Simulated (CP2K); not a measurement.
The system is MnO.

```
CELL_PARAMETERS angstrom
3.14508 0.00000 0.00000
1.57254 2.72372 0.00000
1.57254 0.90791 2.56795
ATOMIC_POSITIONS crystal
Mn 0.00000 0.00000 0.00000
O 0.50000 0.50000 0.50000
```

The cell is a database's computed one.

Base run:

```yaml
Program: CP2K 2026.2
Functional: PBE
Potentials_or_basis: GTH_POTENTIALS Mn GTH-PBE-q15; POTENTIAL_UZH O GTH-PBE-q6; TZVP-MOLOPT-SR-GTH, TZVP-MOLOPT-PBE-GTH basis
Density_cutoff: 8163 eV
k_mesh: 10 × 10 × 10
Occupations: fermi-dirac, width 0.05 eV
Spin: collinear spin, ferromagnetic start
Starting_moments: "[4.0, 0.0] μB"
```

Its results: band gap on the k mesh none (metal or under the smearing width); pressure 2.0 GPa; net moment 4.86 μB per cell; site moments Mn +4.85; O +0.02 μB.

Question: The run is repeated on the same cell with these changes: functional from PBE to PBEsol; ngrids from 5 to 4. What comes out?

Answer: Band gap on the k mesh none (metal or under the smearing width); pressure -5.2 GPa; net moment 4.82 μB per cell; site moments Mn +4.78; O +0.04 μB.

Caveats: the basis of atomic orbitals isn't converged, which shifts pressures, moduli and gaps; a cell with one magnetic atom can't hold antiferromagnetic order, which such compounds often take; semilocal functionals often make such compounds metallic where correlation or magnetic order opens a gap, which also shifts bond lengths; the potentials were made for another functional, which shifts forces and pressure (some runs).

Not every run made on this cell is shown here.
